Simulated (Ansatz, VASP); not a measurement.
**Ba in VASP and in Ansatz**

```
Ba
1.0
     0.00000    3.08145    3.08145
     3.08145    0.00000    3.08145
     3.08145    3.08145    0.00000
Ba
1
Cartesian
  0.0000 0.0000 0.0000
```

This isn't the form of Ba at room conditions, which is bcc.

Alike in both runs: task relaxation of cell and atoms; functional PBEsol; k mesh 12 × 12 × 12; occupations gaussian, width 0.1 eV; no spin polarisation.

```csv
,VASP,Ansatz
version,VASP 6.6.1,Ansatz 0.2.0
potentials or method,"VASP PAW PBE potentials, release 64 (Ba_sv)","scalar-relativistic, plane waves, PAW"
plane-wave cutoff (eV),600,420
valence electrons in the cell,10,10
```

```tsv
	VASP	Ansatz	Ansatz less VASP
gap on the k mesh at the Fermi level, each at its own relaxed structure (eV)	none	none	-
relaxed volume (Å³/atom)	58.75	58.52	-0.228
relaxed cell length with the largest relative difference (Å)	4.363	4.358	-0.0057
```

A gap of «none» marks a metal or a gap that the smearing closes.

Caveats: the PAW data sets were made with another functional, which shifts forces and pressure a little (VASP). The runs have no spin-orbit coupling, so splittings on Ba are missing.
